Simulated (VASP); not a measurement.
A run of VASP 6.6.1 is set up as follows.

POSCAR

```
Sn
1.0
    2.6097766868     -2.4483417270      0.0000000000
    2.6097766868      2.4483417270      0.0000000000
    0.0000000000      0.0000000000      8.3445763084
Sn
4
Direct
    0.7503386103      0.2496613897      0.1265549526
    0.7496613897      0.2503386103      0.6265549526
    0.2496613897      0.7503386103      0.8734450474
    0.2503386103      0.7496613897      0.3734450474
```

INCAR.step1

```
PREC = Accurate
ENCUT = 520
ISMEAR = 0
SIGMA = 0.1
LREAL = F
LASPH = T
NELM = 100
NBANDS = 36
GGA = PE
ALGO = Normal
EDIFF = 1E-4
LWAVE = T
LCHARG = F
```

The input INCAR.step2:

```
PREC = Accurate
ENCUT = 520
EDIFF = 1E-7
ISMEAR = 0
SIGMA = 0.1
LREAL = F
LASPH = T
NELM = 100
ALGO = Normal
ISIF = 2
LWAVE = F
LCHARG = F
METAGGA = R2SCAN
LMIXTAU = T
NBANDS = 36
ISTART = 1
```

The input KPOINTS:

```
regular mesh
0
Gamma
  4 4 2
```

Potentials or basis: VASP PAW PBE potentials, release 64 (Sn_d).

Launch:

```console
$ cat potpaw_PBE.64/Sn_d/POTCAR > POTCAR
$ cp INCAR.step1 INCAR
$ mpirun -np 1 vasp_std > vasp.out
$ cp INCAR.step2 INCAR
$ mpirun -np 1 vasp_std > vasp.out
```

Problem. Estimate the band gap on the k mesh.

Solution. None (metal or under the smearing width).

Problem. What does it give for the largest force?

Solution. 0.004 eV/Å.

Problem. Estimate the pressure.

Solution. -0.1 GPa.

Forces in eV/Å, atoms in the order of the input:
```
Sn   0.000  0.002 -0.004
Sn   0.000 -0.002 -0.004
Sn   0.000 -0.002  0.004
Sn   0.000  0.002  0.004
```

Caveat: the k mesh is coarse (spacing up to 0.44 Å⁻¹), so the values aren't converged; the PAW data sets were made with another functional, which shifts forces and pressure a little.
